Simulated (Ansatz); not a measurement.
**Se under changes of volume**

One of the cells (27.261 Å³/atom); the others are scaled copies at fixed shape and fractional positions:

```
Se
1.0
     4.36620    0.00000    0.00000
    -2.18310    3.78124    0.00000
     0.00000    0.00000    4.95360
Se
3
Direct
  0.77460 0.77460 0.00000
  0.00000 0.22540 0.66667
  0.22540 0.00000 0.33333
```

| Item | Value |
| --- | --- |
| Program | Ansatz 0.2.0 |
| Functional | r2SCAN |
| Potentials or basis | Ansatz PAW |
| Cutoff | 500 eV (not typed: the program's choice for these potentials) |
| k mesh | 7 × 7 × 6 |
| Occupations | fermi-dirac, width 0.05 eV |
| Spin | no spin polarisation |

```tsv
volume (Å³/atom)	energy over the lowest point (meV/atom)	pressure (GPa)	gap on the mesh (eV)	largest force (eV/Å)
25.625	37.19	5.7	1.40	0.727
26.170	20.66	4.1	1.43	0.486
26.716	9.28	2.6	1.44	0.262
27.261	2.55	1.3	1.46	0.053
27.806	0.00	0.2	1.43	0.141
28.351	?	?	?	?
28.896	5.78	-1.8	1.38	0.489
```

Question: What does the run at 28.351 Å³/atom give?

Answer: Energy over the lowest point 1.20 meV/atom; pressure -0.9 GPa; gap on the mesh 1.41 eV; largest force 0.321 eV/Å.

Worked out: A Birch-Murnaghan fit of order 3 (a polynomial in V^(-2/3)) to the other rows has its minimum at 27.90 Å³/atom with B0 = V·E''(V) = 55 GPa and B' = 4.4 at fixed shape and positions, which overstates the stiffness. It gives 1.20 meV/atom at 28.351 Å³/atom, against the run's 1.20, and -dE/dV = -0.9 GPa, against -0.9. A parabola through the other rows of the gap, of slope -1.52 eV per unit of ln V there, gives 1.41 eV, against the run's 1.41.

Energies are extrapolated to zero smearing.

Caveats: odd divisions of the mesh miss points on the zone boundary, where band edges often lie, so the gap on the mesh can be too wide; the PAW data sets come from PBE, with cores solved anew for the run's functional, which leaves a small shift of forces and pressure.

A mesh can miss the band edges. Spin-orbit coupling on Se is left out.
